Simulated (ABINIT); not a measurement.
# MoS2 (P-3m1) in ABINIT: a series of runs

The runs below take MoS2 through single point, with PBEsol.

Everything below comes from runs of ABINIT 10.8.3 (patched build). Logs are shortened: lines on timing, memory, paths and dates and some standing lists are left out, and cuts for length are marked. The log counts tension as positive stress, the text compression.

### 1 The crystal as given

The structure is trigonal, space group P-3m1 (No. 164). The conventional cell has a = 3.227 Å, b = 3.227 Å, c = 6.312 Å, α = 90.00°, β = 90.00°, γ = 120.00°. Mo (site symmetry -3m) is surrounded by 6 S at 2.42 Å. S (site symmetry 3m) is surrounded by 3 Mo at 2.42 Å.

Measurements of this composition are mostly on another form, of space group No. 194.

### 2 Single point, PBEsol

The input, run.abi:

```
# Pseudopotentials
pp_dirpath "./"
pseudos "Mo.upf, S.upf"

# Structure
acell 3.2274645616 3.2274645615 6.31247342 Angstrom
rprim
     1.0000000000     0.0000000000     0.0000000000
    -0.5000000000     0.8660254038     0.0000000000
     0.0000000000     0.0000000000     1.0000000000
ntypat 2
znucl 42 16
natom 3
typat 1 2 2
xred
     0.0000000000     0.0000000000     0.5000000000
     0.6666666667     0.3333333333     0.7446806800
     0.3333333333     0.6666666667     0.2553193200

# Plane-wave basis
ecut 36.0

# k points
kptopt 1
ngkpt 7 7 3
nshiftk 1
shiftk 0.0 0.0 0.0

# Exchange and correlation
ixc -116133

# Bands and occupations
nband 17
occopt 3
tsmear 0.05 eV

# SCF cycle
nstep 100
tolvrs 1.0e-10

# Output
iomode 3
prtwf 0
prtden 0
prteig 0
prtebands 0
enunit 1
```

Potentials or basis: PseudoDojo NC SR PBEsol v0.4.1 standard.

Command:

```
$ abinit run.abi > log 2>&1
```

run.abo:

```text
.Version 10.8.3 of ABINIT
 Symmetries : space group P-3 m 1 (#164); Bravais hP (primitive hexag.)
================================================================================
 Values of the parameters that define the memory need of the present run
     intxc =       0    ionmov =       0      iscf =       7    lmnmax =       6
     lnmax =       6     mgfft =      72  mpssoang =       3    mqgrid =    3222
     natom =       3  nloc_mem =       1    nspden =       1   nspinor =       1
    nsppol =       1      nsym =      12    n1xccc =    2501    ntypat =       2
    occopt =       3   xclevel =       2
       mpw =        3998          nfft =       93312          nkpt =          20
================================================================================
================================================================================

--------------------------------------------------------------------------------
------------- Echo of variables that govern the present computation ------------
--------------------------------------------------------------------------------
 -outvars: echo values of preprocessed input variables --------
            acell      6.0990241025E+00  6.0990241023E+00  1.1928845941E+01 Bohr
              amu      9.59400000E+01  3.20660000E+01
             ecut      3.60000000E+01 Hartree
           enunit           1
              ixc     -116133
         kptrlatt        7    0    0      0    7    0      0    0    3
          kptrlen      3.57865378E+01
            natom           3
            nband          17
            ngfft          36      36      72
             nkpt          20
            nstep         100
             nsym          12
           ntypat           2
           occopt           3
           prtden           0
        prtebands           0
           prteig           0
            prtwf           0
            rprim      1.0000000000E+00  0.0000000000E+00  0.0000000000E+00
                      -5.0000000000E-01  8.6602540380E-01  0.0000000000E+00
                       0.0000000000E+00  0.0000000000E+00  1.0000000000E+00
          spgroup         164
           tolvrs      1.00000000E-10
           tsmear      1.83746611E-03 Hartree
            typat      1  2  2
           xangst      0.0000000000E+00  0.0000000000E+00  3.1562367100E+00
                       1.6137322808E+00  9.3168876671E-01  4.7007769989E+00
                       3.3332999928E-11  1.8633775334E+00  1.6116964211E+00
            xcart      0.0000000000E+00  0.0000000000E+00  5.9644229704E+00
                       3.0495120513E+00  1.7606366037E+00  8.8831811069E+00
                       6.2990240819E-11  3.5212732073E+00  3.0456648340E+00
             xred      0.0000000000E+00  0.0000000000E+00  5.0000000000E-01
                       6.6666666667E-01  3.3333333333E-01  7.4468068000E-01
                       3.3333333333E-01  6.6666666667E-01  2.5531932000E-01
            znucl       42.00000   16.00000

================================================================================

 chkinp: Checking input parameters for consistency.

================================================================================
== DATASET  1 ==================================================================

--- !DatasetInfo
iteration_state: {dtset: 1, }
dimensions: {natom: 3, nkpt: 20, mband: 17, nsppol: 1, nspinor: 1, nspden: 1, mpw: 3998, }
cutoff_energies: {ecut:  36.0, pawecutdg:  -1.0, }
electrons: {nelect:   2.60000000E+01, charge:   0.00000000E+00, occopt:   3.00000000E+00, tsmear:   1.83746611E-03, }
meta: {optdriver: 0, ionmov: 0, optcell: 0, iscf: 7, paral_kgb: 0, }
...

 Real(R)+Recip(G) space primitive vectors, cartesian coordinates (Bohr,Bohr^-1):
 R(1)=  6.0990241  0.0000000  0.0000000  G(1)=  0.1639607  0.0946627  0.0000000
 R(2)= -3.0495121  5.2819098  0.0000000  G(2)=  0.0000000  0.1893255  0.0000000
 R(3)=  0.0000000  0.0000000 11.9288459  G(3)=  0.0000000  0.0000000  0.0838304
 Unit cell volume ucvol=  3.8428175E+02 bohr^3
 Angles (23,13,12)=  9.00000000E+01  9.00000000E+01  1.20000000E+02 degrees

 getcut: wavevector=  0.0000  0.0000  0.0000  ngfft=  36  36  72
         ecut(hartree)=     36.000   => boxcut(ratio)=   2.18537

--- Pseudopotential description ------------------------------------------------
- pspini: atom type   1  psp file is ./Mo.upf
12 -116133 2 -1 1640                          pspcod,pspxc,lmax,lloc,mmax
     nproj     2     2     2

- pspini: atom type   2  psp file is ./S.upf
12 -116133 2 -1 1146                          pspcod,pspxc,lmax,lloc,mmax
     nproj     2     2     2

   8.68054243E+02                                ecore*ucvol(ha*bohr**3)
--------------------------------------------------------------------------------

================================================================================

--- !BeginCycle
iteration_state: {dtset: 1, }
solver: {iscf: 7, nstep: 100, nline: 4, wfoptalg: 0, }
tolerances: {tolvrs: 1.00E-10, }
...

     iter   Etot(hartree)      deltaE(h)  residm     vres2
 ETOT  1  -92.058518698824    -9.206E+01 8.791E-02 2.352E+03
 ETOT  2  -90.378692869787     1.680E+00 3.341E-02 2.407E+04
 ETOT  3  -92.381314601917    -2.003E+00 1.141E-02 3.606E+01
 ETOT  4  -92.383764900041    -2.450E-03 9.487E-03 3.788E+00
 ETOT  5  -92.384367476707    -6.026E-04 2.521E-03 1.072E+00
 ETOT  6  -92.384429504479    -6.203E-05 2.108E-03 2.353E-01
 ETOT  7  -92.384441270232    -1.177E-05 1.248E-03 1.625E-02
 ETOT  8  -92.384442002660    -7.324E-07 5.059E-04 2.582E-04
 ETOT  9  -92.384442019681    -1.702E-08 1.066E-03 3.557E-06
 ETOT 10  -92.384442020035    -3.537E-10 2.820E-04 1.746E-08
 ETOT 11  -92.384442020040    -5.400E-12 5.894E-04 1.369E-09
 ETOT 12  -92.384442020038     2.629E-12 1.263E-04 1.857E-11

 At SCF step   12       vres2   =  1.86E-11 < tolvrs=  1.00E-10 =>converged.

 Cartesian components of stress tensor (hartree/bohr^3)
  sigma(1 1)=  1.50815696E-04  sigma(3 2)=  0.00000000E+00
  sigma(2 2)=  1.50815696E-04  sigma(3 1)=  0.00000000E+00
  sigma(3 3)=  3.56620563E-05  sigma(2 1)= -1.07851012E-13

--- !ResultsGS
iteration_state: {dtset: 1, }
comment   : Summary of ground state results
lattice_vectors:
- [  6.0990241,   0.0000000,   0.0000000, ]
- [ -3.0495121,   5.2819098,   0.0000000, ]
- [  0.0000000,   0.0000000,  11.9288459, ]
lattice_lengths: [   6.09902,    6.09902,   11.92885, ]
lattice_angles: [ 90.000,  90.000, 120.000, ] # degrees, (23, 13, 12)
lattice_volume:   3.8428175E+02
convergence: {deltae:  2.629E-12, res2:  1.857E-11, residm:  1.263E-04, diffor: null, }
etotal    :  -9.23844420E+01
entropy   :   0.00000000E+00
fermie    :   2.88362089E-01
cartesian_stress_tensor: # hartree/bohr^3
- [  1.50815696E-04,  -1.07851012E-13,   0.00000000E+00, ]
- [ -1.07851012E-13,   1.50815696E-04,   0.00000000E+00, ]
- [  0.00000000E+00,   0.00000000E+00,   3.56620563E-05, ]
pressure_GPa:  -3.3078E+00
xred      :
- [  0.0000E+00,   0.0000E+00,   5.0000E-01, Mo]
- [  6.6667E-01,   3.3333E-01,   7.4468E-01,  S]
- [  3.3333E-01,   6.6667E-01,   2.5532E-01,  S]
cartesian_forces: # hartree/bohr
- [  4.41487880E-29,   3.14368214E-28,  -0.00000000E+00, ]
- [ -2.20743940E-28,  -9.34608204E-29,   1.31294926E-04, ]
- [  1.76595152E-28,  -2.20907394E-28,  -1.31294926E-04, ]
force_length_stats: {min:   3.17453130E-28, max:   1.31294926E-04, mean:   8.75299508E-05, }
...

 Integrated electronic density in atomic spheres:
 ------------------------------------------------
 Atom  Sphere_radius  Integrated_density
    1        2.00000         10.48512746
    2        2.00000          3.90517976
    3        2.00000          3.90517976
================================================================================

 ----iterations are completed or convergence reached----

 Mean square residual over all n,k,spin=   37.990E-08; max=  12.634E-05
 reduced coordinates (array xred) for    3 atoms
       0.000000000000      0.000000000000      0.500000000000
       0.666666666667      0.333333333333      0.744680680000
       0.333333333333      0.666666666667      0.255319320000
 rms dE/dt=  7.3831E-04; max dE/dt=  1.5662E-03; dE/dt below (all hartree)
    1       0.000000000000      0.000000000000      0.000000000000
    2       0.000000000000      0.000000000000     -0.001566196947
    3      -0.000000000000      0.000000000000      0.001566196947

 cartesian coordinates (angstrom) at end:
    1      0.00000000000000     0.00000000000000     3.15623671000000
    2      1.61373228081667     0.93168876670774     4.70077699888753
    3      0.00000000003333     1.86337753341549     1.61169642111247

 cartesian forces (hartree/bohr) at end:
    1      0.00000000000000     0.00000000000000    -0.00000000000000
    2     -0.00000000000000    -0.00000000000000     0.00013129492618
    3      0.00000000000000    -0.00000000000000    -0.00013129492618
 frms,max,avg= 6.1893022E-05 1.3129493E-04   0.000E+00  0.000E+00  0.000E+00 h/b

 cartesian forces (eV/Angstrom) at end:
    1      0.00000000000000     0.00000000000000    -0.00000000000000
    2     -0.00000000000000    -0.00000000000000     0.00675145655790
    3      0.00000000000000    -0.00000000000000    -0.00675145655790
 frms,max,avg= 3.1826671E-03 6.7514566E-03   0.000E+00  0.000E+00  0.000E+00 e/A
 length scales=  6.099024102497  6.099024102308 11.928845940872 bohr
              =  3.227464561600  3.227464561500  6.312473420000 angstroms
 Fermi (or HOMO) energy (eV) =   7.84673   Average Vxc (eV)= -10.75939
 Eigenvalues (   eV  ) for nkpt=  20  k points:
 kpt#   1, nband= 17, wtk=  0.00680, kpt=  0.0000  0.0000  0.0000 (reduced coord)
 -53.96747  -28.02455  -27.99119  -27.99119   -7.06535   -5.60095    1.05234    3.71063
   3.71063    5.94230    6.66421    6.78329    6.78329    7.47024    7.47024   10.95783
  10.95783
 prteigrs : prtvol=0 or 1, do not print more k-points.

--- !EnergyTerms
iteration_state     : {dtset: 1, }
comment             : Components of total free energy in Hartree
kinetic             :  2.98962088558456E+01
hartree             :  2.88873572919998E+01
xc                  : -1.65309423566473E+01
Ewald energy        : -5.70820386250769E+01
psp_core            :  2.25890050983108E+00
local_psp           : -9.14409243642720E+01
non_local_psp       :  1.16275804377409E+01
internal            : -9.23838582505787E+01
'-kT*entropy'       : -5.83769459177754E-04
total_energy        : -9.23844420200379E+01
total_energy_eV     : -2.51390873492669E+03
band_energy         : -8.85114978479497E+00
...

 Cartesian components of stress tensor (hartree/bohr^3)
  sigma(1 1)=  1.50815696E-04  sigma(3 2)=  0.00000000E+00
  sigma(2 2)=  1.50815696E-04  sigma(3 1)=  0.00000000E+00
  sigma(3 3)=  3.56620563E-05  sigma(2 1)= -1.07851012E-13

-Cartesian components of stress tensor (GPa)         [Pressure= -3.3078E+00 GPa]
- sigma(1 1)=  4.43715096E+00  sigma(3 2)=  0.00000000E+00
- sigma(2 2)=  4.43715096E+00  sigma(3 1)=  0.00000000E+00
- sigma(3 3)=  1.04921392E+00  sigma(2 1)= -3.17308631E-09

== END DATASET(S) ==============================================================
================================================================================

 -outvars: echo values of variables after computation  --------
            acell      6.0990241025E+00  6.0990241023E+00  1.1928845941E+01 Bohr
           etotal     -9.2384442020E+01
            fcart      4.4148788034E-29  3.1436821409E-28 -0.0000000000E+00
                      -2.2074394017E-28 -9.3460820402E-29  1.3129492618E-04
                       1.7659515214E-28 -2.2090739369E-28 -1.3129492618E-04
            rprim      1.0000000000E+00  0.0000000000E+00  0.0000000000E+00
                      -5.0000000000E-01  8.6602540380E-01  0.0000000000E+00
                       0.0000000000E+00  0.0000000000E+00  1.0000000000E+00
           strten      1.5081569565E-04  1.5081569580E-04  3.5662056303E-05
                       0.0000000000E+00  0.0000000000E+00 -1.0785101166E-13
           xangst      0.0000000000E+00  0.0000000000E+00  3.1562367100E+00
                       1.6137322808E+00  9.3168876671E-01  4.7007769989E+00
                       3.3332999928E-11  1.8633775334E+00  1.6116964211E+00
             xred      0.0000000000E+00  0.0000000000E+00  5.0000000000E-01
                       6.6666666667E-01  3.3333333333E-01  7.4468068000E-01
                       3.3333333333E-01  6.6666666667E-01  2.5531932000E-01
 Calculation completed.
```

Wall time 70 s (1 thread of Intel Xeon at 2.70GHz, shared host); peak memory 0.1 GiB.

What came out:

```
Free energy                                           : -2513.9087 eV
Pressure                                              : -3.3 GPa
Largest force                                         : 0.007 eV/Å
Band gap on the k mesh                                : none (metal or under the smearing width)
Valence electrons inside the program's atomic spheres : Mo 10.49; S 3.91
```

Forces in eV/Å, atoms in the order of the input:
```
Mo   0.000  0.000  0.000
S    0.000  0.000  0.007
S    0.000  0.000 -0.007
```

Stress tensor (GPa, compression positive):
```
-4.44  0.00  0.00
 0.00 -4.44  0.00
 0.00  0.00 -1.05
```

Levels at points of the mesh, in eV from the Fermi level:
| k point | band 11 | band 12 | band 13 | band 14 | band 15 | band 16 |
| --- | --- | --- | --- | --- | --- | --- |
| (0.00, 0.00, 0.00) | -1.18 | -1.06 | -1.06 | -0.38 | -0.38 | 3.11 |

Caveat: this functional lacks dispersion, which binds the layers, so the pressure and a relaxed spacing across them are unreliable.

### 3 Single point, PBEsol (cell strained at random)

The input, run.abi:

```
# Pseudopotentials
pp_dirpath "./"
pseudos "Mo.upf, S.upf"

# Structure
acell 3*1.0
rprim
     6.0886333229     0.0778472677     0.0580618352
    -2.9769006819     5.0901020386     0.0164387276
     0.1135593120     0.1026896073    12.3094189731
ntypat 2
znucl 42 16
natom 3
typat 1 2 2
xred
     0.0000000000     0.0000000000     0.5000000000
     0.6666666667     0.3333333333     0.7446806800
     0.3333333333     0.6666666667     0.2553193200
chkprim 0
chksymtnons 0
tolsym 1.0e-6

# Plane-wave basis
ecut 36.0

# k points
kptopt 1
ngkpt 7 7 3
nshiftk 1
shiftk 0.0 0.0 0.0

# Exchange and correlation
ixc -116133

# Bands and occupations
nband 17
occopt 3
tsmear 0.00183747

# SCF cycle
nstep 100
tolvrs 1.0e-10

# Output
iomode 3
prtwf 0
prtden 0
prteig 0
prtebands 0
prtvol 2
```

Potentials or basis: PseudoDojo NC SR PBEsol v0.4.1 standard.

Command:

```
$ abinit run.abi > log 2>&1
```

run.abo:

```text
.Version 10.8.3 of ABINIT
 Symmetries : space group P-1 (#  2); Bravais aP (primitive triclinic)
================================================================================
 Values of the parameters that define the memory need of the present run
     intxc =       0    ionmov =       0      iscf =       7    lmnmax =       6
     lnmax =       6     mgfft =      72  mpssoang =       3    mqgrid =    3324
     natom =       3  nloc_mem =       1    nspden =       1   nspinor =       1
    nsppol =       1      nsym =       2    n1xccc =    2501    ntypat =       2
    occopt =       3   xclevel =       2
       mpw =        3982          nfft =       82944          nkpt =          74
================================================================================
================================================================================

--------------------------------------------------------------------------------
------------- Echo of variables that govern the present computation ------------
--------------------------------------------------------------------------------
 -outvars: echo values of preprocessed input variables --------
            acell      1.0000000000E+00  1.0000000000E+00  1.0000000000E+00 Bohr
              amu      9.59400000E+01  3.20660000E+01
          chkprim           0
      chksymtnons           0
             ecut      3.60000000E+01 Hartree
              ixc     -116133
         kptrlatt        7    0    0      0    7    0      0    0    3
          kptrlen      3.69311133E+01
            natom           3
            nband          17
[... 1069 lines left out ...]
psp_core            :  2.25890019681372E+00
local_psp           : -9.41228895603667E+01
non_local_psp       :  1.16257789022306E+01
internal            : -9.23825502598942E+01
'-kT*entropy'       : -6.03781410985342E-04
total_energy        : -9.23831540413052E+01
total_energy_eV     : -2.51387368723992E+03
band_energy         : -8.83444346245601E+00
...

 Cartesian components of stress tensor (hartree/bohr^3)
  sigma(1 1)=  2.22105707E-04  sigma(3 2)=  1.01370721E-04
  sigma(2 2)= -4.58965945E-06  sigma(3 1)=  9.83832082E-05
  sigma(3 3)=  1.31440548E-04  sigma(2 1)=  1.07176793E-04

-Cartesian components of stress tensor (GPa)         [Pressure= -3.4222E+00 GPa]
- sigma(1 1)=  6.53457549E+00  sigma(3 2)=  2.98242958E+00
- sigma(2 2)= -1.35032443E-01  sigma(3 1)=  2.89453392E+00
- sigma(3 3)=  3.86711443E+00  sigma(2 1)=  3.15325013E+00

== END DATASET(S) ==============================================================
================================================================================

 -outvars: echo values of variables after computation  --------
            acell      1.0000000000E+00  1.0000000000E+00  1.0000000000E+00 Bohr
           etotal     -9.2383154041E+01
            fcart     -0.0000000000E+00 -0.0000000000E+00 -0.0000000000E+00
                      -5.9618883186E-03 -6.2282558498E-03 -6.1692281022E-03
                       5.9618883186E-03  6.2282558498E-03  6.1692281022E-03
            rprim      6.0886333229E+00  7.7847267700E-02  5.8061835200E-02
                      -2.9769006819E+00  5.0901020386E+00  1.6438727600E-02
                       1.1355931200E-01  1.0268960730E-01  1.2309418973E+01
           strten      2.2210570653E-04 -4.5896594509E-06  1.3144054798E-04
                       1.0137072100E-04  9.8383208216E-05  1.0717679344E-04
           xangst      3.0046499978E-02  2.7170499971E-02  3.2569319978E+00
                       1.6676247618E+00  9.6578535874E-01  4.8741316697E+00
                       3.9126237062E-02  1.8233166393E+00  1.6791563259E+00
             xred      7.1356510176E-19  9.1242398861E-19  5.0000000000E-01
                       6.6666666670E-01  3.3333333330E-01  7.4468068000E-01
                       3.3333333330E-01  6.6666666670E-01  2.5531932000E-01
 Calculation completed.
```

Run time: 3.5 min. Hardware: 1 thread of Arm Neoverse V1, shared host; peak memory 0.15 GiB.

Results:

```
Free energy                                           : -2513.8737 eV
Pressure                                              : -3.4 GPa
Largest force                                         : 0.545 eV/Å
Band gap on the k mesh                                : none (metal or under the smearing width)
Valence electrons inside the program's atomic spheres : Mo 10.49; S 3.90
```

Forces in eV/Å, atoms in the order of the input:
```
Mo   0.000  0.000  0.000
S   -0.307 -0.320 -0.317
S    0.307  0.320  0.317
```
